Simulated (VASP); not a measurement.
# CdS (Hawleyite) (F-43m) in VASP: a series of runs

One crystal, CdS (Hawleyite), is run at these levels: PBE; tasks: single point.

All numbers are computed with VASP 6.6.1; they aren't measurements. Logs are shortened: lines on timing, memory, paths and dates and some standing lists are left out, and cuts for length are marked.

## (1) The structure

It takes space group F-43m (No. 216, cubic). Conventional cell: a = 5.833 Å, b = 5.833 Å, c = 5.833 Å, α = 90.00°, β = 90.00°, γ = 90.00°. Cd (site symmetry -43m) is surrounded by 4 S at 2.53 Å. S (site symmetry -43m) has 4 Cd at 2.53 Å as nearest neighbours.

## (2) Single point, PBE

INCAR reads:

```
PREC = Accurate
ENCUT = 550
EDIFF = 1E-7
ISMEAR = 0
SIGMA = 0.02
LREAL = F
LASPH = T
NELM = 80
ALGO = Normal
ISIF = 2
LWAVE = F
LCHARG = F
GGA = PE
NBANDS = 16
```

KPOINTS reads:

```
Automatic mesh
0
Gamma
  8 8 8
```

POSCAR reads:

```
CdS
1.0
    0.0000000000      2.9165000000      2.9165000000
    2.9165000000      0.0000000000      2.9165000000
    2.9165000000      2.9165000000      0.0000000000
Cd S
1 1
Cartesian
    0.0000000000      0.0000000000      0.0000000000
    4.3747500000      4.3747500000      4.3747500000
```

Potentials or basis: VASP PAW PBE potentials, release 64 (Cd_GW, S_GW).

On the command line:

```sh
$ cat potpaw_PBE.64/Cd_GW/POTCAR potpaw_PBE.64/S_GW/POTCAR > POTCAR
$ mpirun -np 1 vasp_std > vasp.out
```

OUTCAR:

```text
PREC = Accurate
   ENCUT = 550
   EDIFF = 1E-7
   ISMEAR = 0
   LREAL = F
   LASPH = T
   NELM = 80
   ISIF = 2
   GGA = PE

 ion  position               nearest neighbor table
   1  0.000  0.000  0.000-   2 2.53   2 2.53   2 2.53   2 2.53
   2  0.750  0.750  0.750-   1 2.53   1 2.53   1 2.53   1 2.53

  LATTYP: Found a face centered cubic cell.
 ALAT       =     5.8330000000

  Lattice vectors:

 A1 = (   0.0000000000,   2.9165000000,   2.9165000000)
 A2 = (   2.9165000000,   0.0000000000,   2.9165000000)
 A3 = (   2.9165000000,   2.9165000000,   0.0000000000)

Analysis of symmetry for initial positions (statically):
=====================================================================
 Subroutine PRICEL returns:
 Original cell was already a primitive cell.

 Routine SETGRP: Setting up the symmetry group for a
 face centered cubic supercell.

 Subroutine GETGRP returns: Found 24 space group operations
 (whereof 24 operations were pure point group operations)
 out of a pool of 48 trial point group operations.

The static configuration has the point symmetry T_d .

Analysis of symmetry for dynamics (positions and initial velocities):
=====================================================================
 Subroutine PRICEL returns:
 Original cell was already a primitive cell.

 Routine SETGRP: Setting up the symmetry group for a
 face centered cubic supercell.

 Subroutine GETGRP returns: Found 24 space group operations
 (whereof 24 operations were pure point group operations)
 out of a pool of 48 trial point group operations.

The dynamic configuration has the point symmetry T_d .

 Subroutine INISYM returns: Found 24 space group operations
 (whereof 24 operations are pure point group operations),
 and found     1 'primitive' translations

----------------------------------------------------------------------------------------

                                     Primitive cell

  volume of cell :      49.6153

  direct lattice vectors                    reciprocal lattice vectors
     0.000000000  2.916500000  2.916500000    -0.171438368  0.171438368  0.171438368
     2.916500000  0.000000000  2.916500000     0.171438368 -0.171438368  0.171438368
     2.916500000  2.916500000  0.000000000     0.171438368  0.171438368 -0.171438368

  length of vectors
     4.124553855  4.124553855  4.124553855     0.296939964  0.296939964  0.296939964

  position of ions in fractional coordinates (direct lattice)
     0.000000000  0.000000000  0.000000000
     0.750000000  0.750000000  0.750000000

  ion indices of the primitive-cell ions
   primitive index   ion index
                 1           1
                 2           2

----------------------------------------------------------------------------------------

 KPOINTS: Automatic mesh

Automatic generation of k-mesh.
 Grid dimensions read from file:
 generate k-points for:    8    8    8

 Generating k-lattice:

  Cartesian coordinates                     Fractional coordinates (reciprocal lattice)
    -0.021429796  0.021429796  0.021429796     0.125000000  0.000000000  0.000000000
     0.021429796 -0.021429796  0.021429796     0.000000000  0.125000000  0.000000000
     0.021429796  0.021429796 -0.021429796     0.000000000  0.000000000  0.125000000

  Length of vectors
     0.037117495  0.037117495  0.037117495

  Shift w.r.t. Gamma in fractional coordinates (k-lattice)
     0.000000000  0.000000000  0.000000000

 Subroutine IBZKPT returns following result:
 ===========================================

 Found     29 irreducible k-points:

 Following reciprocal coordinates:
            Coordinates               Weight
  0.000000  0.000000  0.000000      1.000000
  0.125000  0.000000  0.000000      8.000000
  0.250000  0.000000  0.000000      8.000000
  0.375000  0.000000  0.000000      8.000000
  0.500000  0.000000  0.000000      4.000000
  0.125000  0.125000  0.000000      6.000000
[... 16 lines left out ...]
  0.500000  0.250000  0.125000     48.000000
 -0.375000  0.250000  0.125000     24.000000
 [... further k-points ...]
   k-points           NKPTS =     29   k-points in BZ     NKDIM =     29   number of bands    NBANDS=     16
   number of dos      NEDOS =    301   number of ions     NIONS =      2
   total plane-waves  NPLWV =  32768
   dimension x,y,z NGX =    32 NGY =   32 NGZ =   32
   dimension x,y,z NGXF=    64 NGYF=   64 NGZF=   64
   ions per type =               1   1
   NGX,Y,Z   is equivalent  to a cutoff of  12.90, 12.90, 12.90 a.u.
   NGXF,Y,Z  is equivalent  to a cutoff of  25.80, 25.80, 25.80 a.u.
 SYSTEM =  unknown system
   PREC   = accura    normal or accurate (medium, high low for compatibility)
   ISTART =      0    job   : 0-new  1-cont  2-samecut
   ICHARG =      2    charge: 1-file 2-atom 10-const
   ISPIN  =      1    spin polarized calculation?
   LNONCOLLINEAR =      F non collinear calculations
   LSORBIT =      F    spin-orbit coupling
   LASPH  =      T    aspherical Exc in radial PAW
   ENCUT  =  550.0 eV  40.42 Ry    6.36 a.u.   7.89  7.89  7.89*2*pi/ulx,y,z
   NELM   =     80;   NELMIN=  2; NELMDL= -5     # of ELM steps
   EDIFF  = 0.1E-06   stopping-criterion for ELM
   LREAL  =      F    real-space projection
   EDIFFG = 0.1E-05   stopping-criterion for IOM
   NSW    =      0    number of steps for IOM
   IBRION =     -1    ionic relax: 0-MD 1-quasi-New 2-CG
[... 8 lines left out ...]
   EMIN   =  10.00;   EMAX   =-10.00  energy-range for DOS
   EFERMI =   0.00;   METHOD = LEGACY
   ISMEAR =     0;   SIGMA  =   0.02  broadening in eV -4-tet -1-fermi 0-gaus
   EFERMI_NEDOS =   21; number of points for ismear=-14 and -15
   IALGO  =     38    algorithm
   IMIX   =      4    mixing-type and parameters
     AMIX     =   0.40;   BMIX     =  1.00
     AMIX_MAG =   1.60;   BMIX_MAG =  1.00
  volume/ion in A,a.u.               =      24.81       167.41
  Fermi-wavevector in a.u.,A,eV,Ry     =   1.167599  2.206442 18.548649  1.363287
  Thomas-Fermi vector in A             =   2.304097
   LORBIT       =      0    0 simple, 1 ext, 2 COOP (PROOUT), +10 PAW based schemes
   GGA     = PE    functional components
   LHFCALC =     F    Hartree Fock is set to
   AEXX    =    0.0000 exact exchange contribution
   IVDW    =     0    specifies the selected vdW correction
   LEPSILON=     F    determine dielectric tensor
   LRPA    =     F    only Hartree local field effects (RPA)
 non-spin polarized calculation
 Gauss-broadening in eV      SIGMA  =   0.02
  energy-cutoff  :      550.00
  volume of cell :       49.62
 maximum number of plane-waves:      1475
   NGX = 15   NGY = 15   NGZ = 15

 number of electron      17.9999998 magnetization

 Free energy of the ion-electron system (eV)
  ---------------------------------------------------
  ext. energy  EPLUGINS =         0.00000000
  ---------------------------------------------------
  free energy    TOTEN  =        -6.16258686 eV

  energy without entropy =       -6.16258686  energy(sigma->0) =       -6.16258686

 E-fermi :   2.7521     XC(G=0):  -9.1779

 val. band max:        2.6490984363   @ k =   0.0000   0.0000   0.0000
 cond. band min:       3.7926764128   @ k =   0.0000   0.0000   0.0000
 fundamental gap:      1.1435779765
 Fermi energy:         2.7521345318

 k-point     1 :       0.0000    0.0000    0.0000
  band No.  band energies     occupation
      1      -9.7182      2.00000
      2      -5.0741      2.00000
      3      -5.0741      2.00000
      4      -5.0741      2.00000
      5      -4.5941      2.00000
      6      -4.5941      2.00000
[... 8 lines left out ...]
     15      14.0356      0.00000
     16      14.0922      0.00000

 k-point     2 :       0.1250    0.0000    0.0000
  band No.  band energies     occupation
      1      -9.6559      2.00000
      2      -5.0516      2.00000
      3      -5.0516      2.00000
      4      -5.0204      2.00000
      5      -4.5951      2.00000
      6      -4.5951      2.00000
[... 8 lines left out ...]
     15      13.4572      0.00000
     16      14.6428      0.00000

 k-point     3 :       0.2500    0.0000    0.0000
  band No.  band energies     occupation
      1      -9.5047      2.00000
      2      -5.0029      2.00000
      3      -5.0029      2.00000
      4      -4.8277      2.00000
      5      -4.5897      2.00000
      6      -4.5897      2.00000
[... 8 lines left out ...]
     15      13.2159      0.00000
     16      13.9523      0.00000

 k-point     4 :       0.3750    0.0000    0.0000
  band No.  band energies     occupation
      1      -9.3534      2.00000
      2      -4.9652      2.00000
      3      -4.9652      2.00000
      4      -4.5697      2.00000
      5      -4.5697      2.00000
      6      -4.4726      2.00000
[... 8 lines left out ...]
     15      14.0287      0.00000
     16      14.0287      0.00000

 k-point     5 :       0.5000    0.0000    0.0000
  band No.  band energies     occupation
      1      -9.2912      2.00000
      2      -4.9536      2.00000
      3      -4.9536      2.00000
      4      -4.5562      2.00000
      5      -4.5562      2.00000
      6      -4.2148      2.00000
[... 8 lines left out ...]
     15      14.9910      0.00000
     16      14.9910      0.00000

 k-point     6 :       0.1250    0.1250    0.0000
  band No.  band energies     occupation
      1      -9.6353      2.00000
      2      -5.0308      2.00000
      3      -5.0300      2.00000
      4      -5.0300      2.00000
      5      -4.6101      2.00000
      6      -4.5814      2.00000
[... 8 lines left out ...]
     15      14.1145      0.00000
     16      15.3010      0.00000
[... 267 lines left out ...]
 k-point    21 :       0.5000    0.5000    0.0000
  band No.  band energies     occupation
      1      -9.1592      2.00000
      2      -4.8601      2.00000
      3      -4.7248      2.00000
      4      -4.7248      2.00000
      5      -4.5069      2.00000
      6      -4.1502      2.00000
[... 8 lines left out ...]
     15      14.7071      0.00000
     16      15.8877      0.00000

 k-point    22 :       0.3750    0.2500    0.1250
  band No.  band energies     occupation
      1      -9.3937      2.00000
      2      -4.9508      2.00000
      3      -4.9244      2.00000
      4      -4.7609      2.00000
      5      -4.5868      2.00000
      6      -4.5336      2.00000
[... 8 lines left out ...]
     15      14.5036      0.00000
     16      16.4160      0.00000

 k-point    23 :       0.5000    0.2500    0.1250
  band No.  band energies     occupation
      1      -9.2747      2.00000
      2      -4.9148      2.00000
      3      -4.8889      2.00000
      4      -4.6601      2.00000
      5      -4.5604      2.00000
      6      -4.3033      2.00000
[... 8 lines left out ...]
     15      15.3400      0.00000
     16      15.5549      0.00000

 k-point    24 :      -0.3750    0.2500    0.1250
  band No.  band energies     occupation
      1      -9.2261      2.00000
      2      -4.9099      2.00000
      3      -4.8720      2.00000
      4      -4.6197      2.00000
      5      -4.5673      2.00000
      6      -4.1009      2.00000
[... 8 lines left out ...]
     15      14.8101      0.00000
     16      15.6106      0.00000

 [... further k-points ...]

------------------------ aborting loop because EDIFF is reached ----------------------------------------

  FORCE on cell =-STRESS in cart. coord.  units (eV):
  Direction    XX          YY          ZZ          XY          YZ          ZX
  --------------------------------------------------------------------------------------
  -------------------------------------------------------------------------------------
  Total        0.8729658      0.8729658      0.8729658      0.0000000      0.0000000     -0.0000000
  in kB       28.1897914     28.1897914     28.1897914      0.0000000      0.0000000     -0.0000000
  external PRESSURE =      28.1897914 kB  Pullay stress =       0.0000000 kB

 VOLUME and BASIS-vectors are now :
 -----------------------------------------------------------------------------
  energy-cutoff  :      550.00
  volume of cell :       49.62
      direct lattice vectors                 reciprocal lattice vectors
     0.000000000  2.916500000  2.916500000    -0.171438368  0.171438368  0.171438368
     2.916500000  0.000000000  2.916500000     0.171438368 -0.171438368  0.171438368
     2.916500000  2.916500000  0.000000000     0.171438368  0.171438368 -0.171438368

 POSITION                                       TOTAL-FORCE (eV/Angst)
 -----------------------------------------------------------------------------------
      0.00000      0.00000      0.00000        -0.000000     -0.000000     -0.000000
      4.37475      4.37475      4.37475         0.000000      0.000000      0.000000
 -----------------------------------------------------------------------------------
    total drift:                               -0.000000     -0.000000     -0.000000

  FREE ENERGIE OF THE ION-ELECTRON SYSTEM (eV)
  ---------------------------------------------------
  free  energy   TOTEN  =        -6.1625868645 eV

  energy  without entropy=       -6.1625868645  energy(sigma->0) =       -6.16258686
```

Wall time 18 s (1 thread of Intel Xeon Platinum 8488C (Sapphire Rapids), shared host); peak memory 0.19 GiB.

What came out:

| Quantity | Value |
| --- | --- |
| Free energy | -6.1626 eV |
| Pressure | 2.8 GPa |
| Band gap on the k mesh | 1.14 eV, direct |

Levels at points of the mesh, in eV from the valence-band top:
```csv
k point,band 5,band 6,band 7,band 8,band 9,band 10,band 11,band 12,band 13,band 14
"(0.00, 0.00, 0.00)",-7.24,-7.24,0.00,0.00,0.00,1.14,6.53,6.53,6.53,11.39
"(0.50, 0.00, 0.00)",-7.21,-6.86,-4.40,-0.75,-0.75,3.01,7.00,7.00,7.46,11.04
"(0.50, 0.50, 0.00)",-7.16,-6.80,-3.95,-1.88,-1.88,3.56,4.35,9.19,10.77,10.77
```

## (3) Single point, PBE

run.py reads:

```python
from ase import Atoms
from ase.calculators.vasp import Vasp
from ase.dft.bandgap import bandgap

atoms = Atoms(
    ['Cd', 'S'],
    cell=[[0.0, 2.9165, 2.9165], [2.9165, 0.0, 2.9165], [2.9165, 2.9165, 0.0]],
    scaled_positions=[[0.0, 0.0, 0.0], [0.75, 0.75, 0.75]],
    pbc=True,
)
calc = Vasp(
    directory='calc',
    xc='pbe',
    pp='PBE',
    setups={'base': 'minimal', 'Cd': '_GW', 'S': '_GW'},
    prec='Accurate',
    encut=550,
    ediff=1e-07,
    ismear=0,
    sigma=0.02,
    lreal=False,
    lasph=True,
    nelm=100,
    algo='Normal',
    isif=2,
    lwave=False,
    lcharg=False,
    kpts=[8, 8, 8],
    gamma=True,
)
atoms.calc = calc

print('energy (eV):', atoms.get_potential_energy())
print('free energy (eV):', atoms.get_potential_energy(force_consistent=True))
print('forces (eV/A):')
print(atoms.get_forces())
print('stress (eV/A^3, Voigt):', atoms.get_stress())
print('Fermi level (eV):', calc.get_fermi_level())
gap, top, bottom = bandgap(calc)
print('band gap (eV):', gap, 'from (spin, k, band)', top, 'to', bottom)
```

Potentials or basis: VASP PAW PBE potentials, release 64 (Cd_GW, S_GW).

On the command line:

```sh
$ python run.py
```

Run time: 20 s. Hardware: 1 thread of Intel Xeon Platinum 8488C (Sapphire Rapids), shared host; peak memory 0.19 GiB.

Results (log left out):

| Item | Value |
| --- | --- |
| Free energy | -6.1626 eV |
| Pressure | 2.8 GPa |
| Band gap on the k mesh | 1.14 eV, direct |

Levels at points of the mesh, in eV from the valence-band top:
```
           k point  band 5  band 6  band 7  band 8  band 9  band 10  band 11  band 12  band 13
(0.00, 0.00, 0.00)   -7.24   -7.24    0.00    0.00    0.00     1.14     6.53     6.53     6.53
(0.50, 0.00, 0.00)   -7.21   -6.87   -4.40   -0.75   -0.75     3.01     7.00     7.00     7.46
(0.50, 0.50, 0.00)   -7.16   -6.80   -3.95   -1.88   -1.88     3.56     4.35     9.19    10.77
```

PBE gaps usually lie below the measured ones, often by a third to a half.

## (4) The reference run

An earlier run on the cell as given: functional PBE; potentials or basis VASP PAW PBE potentials, release 64 (Cd, S); cutoff 520 eV; k mesh 8 × 8 × 8; occupations fermi-dirac, width 0.05 eV; no spin polarisation.

* Pressure: 3.2 GPa
* Band gap on the k mesh: 1.15 eV, direct
